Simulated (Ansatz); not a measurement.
Here is an unrelaxed guess for Al₂Pt.

```yaml
crystal:
  lattice:
    - [4.06269, 0.00000, 0.00000]
    - [0.00000, 4.06269, 0.00000]
    - [0.00000, 0.00000, 5.89410]
  atoms:
    - { symbol: Al, position: [0.50000, 0.50000, 0.13457] }
    - { symbol: Al, position: [0.00000, 0.00000, 0.29266] }
    - { symbol: Al, position: [0.50000, 0.00000, 0.99624] }
    - { symbol: Al, position: [0.00000, 0.50000, 0.99624] }
    - { symbol: Pt, position: [0.50000, 0.00000, 0.49875] }
    - { symbol: Pt, position: [0.00000, 0.50000, 0.49875] }
```

These are results of DFT PBE, scalar-relativistic, plane waves, PAW in Ansatz 0.2.0, not measurements. Plane waves to 420 eV, a k mesh through Γ of 4×4×4 on the computed 6-atom cell and Gaussian smearing (0.10 eV); no spin polarisation.

Formation energies are uncorrected and refer to the elements' standard structures at the same level.

**Question.** Estimate its pressure, forces and energy as it stands.

**Answer.** The pressure is 20.2 GPa (the mean over three directions, positive in compression), the largest force is 7.09 eV/Å, and the energy is +0.37 eV/atom against the elements. The shortest distance is 2.19 Å.

**Question.** Is it a good guess?

**Answer.** A rough one: relaxing gains about 0.82 eV/atom (the start's value is from the coarse mesh, so the gain is rough) in 14 ionic steps and ends at −0.44 eV/atom on the finer mesh. The symmetry stays P4mm (No. 99). The volume per atom grows by 3.3 %, from 16.2 to 16.8 Å³. The shortest distance goes from 2.19 Å (Al–Al) to 2.48 Å (Al–Pt). The ratio c/a of the conventional cell changes by a factor of 1.44. Conventional cell: a = 2.888 Å, c = 6.024 Å. Around Al on its first site lie 4 Pt at 2.57 Å and 8 Al at 2.85–2.89 Å; Al on its second site is surrounded by 1 Pt at 2.48 Å and 8 Al at 2.85–2.89 Å; Pt has 5 Al at 2.48–2.57 Å and 4 Pt at 2.89 Å.

The last run used a 16×16×8 mesh (in the run's order of axes) for its 3-atom cell and Gaussian smearing of 0.10 eV. These runs have no spin–orbit coupling, which can matter for Pt. The relaxation can't lower the symmetry of the start, and the grade says only how near the guess is to its own end. Symmetry constrained the relaxation, so the result can be a saddle point. Another cell of Al2Pt relaxed alike, in Fm-3m (a cell as deposited in COD), lies 0.44 eV/atom lower, so this cell isn't the stable form at this level.
